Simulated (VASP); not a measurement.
# TiAl: single point with RPBE

The system is TiAl.

```
Ti Al
1.0
     3.17906    0.00000    0.00000
     0.00000    3.17906    0.00000
     0.00000    0.00000    3.17906
Ti Al
1 1
Direct
  0.00000 0.00000 0.00000
  0.50000 0.50000 0.50000
```

The cell comes from a database or a generator and needn't be the stable form of this composition.

```yaml
Program: VASP 6.6.1
Task: single point
Functional: RPBE
Potentials_or_basis: VASP PAW PBE potentials, release 64 (Ti_sv, Al)
Cutoff: 520 eV
k_mesh: 8 × 8 × 8
Occupations: gaussian, width 0.02 eV
Spin: no spin polarisation
```

```
Pressure               : 3.3 GPa
Band gap on the k mesh : none (metal or under the smearing width)
```

Levels at points of the mesh, in eV from the Fermi level:
| k point | band 4 | band 5 | band 6 | band 7 | band 8 | band 9 | band 10 | band 11 |
| --- | --- | --- | --- | --- | --- | --- | --- | --- |
| (0.00, 0.00, 0.00) | -33.16 | -9.29 | -1.45 | -1.45 | 1.84 | 1.84 | 1.84 | 4.42 |
| (0.50, 0.00, 0.00) | -33.14 | -6.05 | -5.21 | -0.55 | 0.18 | 0.18 | 2.04 | 2.99 |
| (0.50, 0.50, 0.00) | -33.13 | -5.00 | -2.14 | -2.14 | -1.47 | 0.74 | 0.74 | 2.73 |
| (0.50, 0.50, 0.50) | -33.28 | -3.09 | -3.09 | -3.09 | 0.70 | 2.80 | 2.80 | 2.88 |

It took 6.4 s on 1 thread of Intel(R) Xeon(R) Platinum 8488C (Sapphire Rapids) (shared host), peak memory 0.14 GiB.

Caveat: the PAW data sets were made with another functional, which shifts forces and pressure a little.
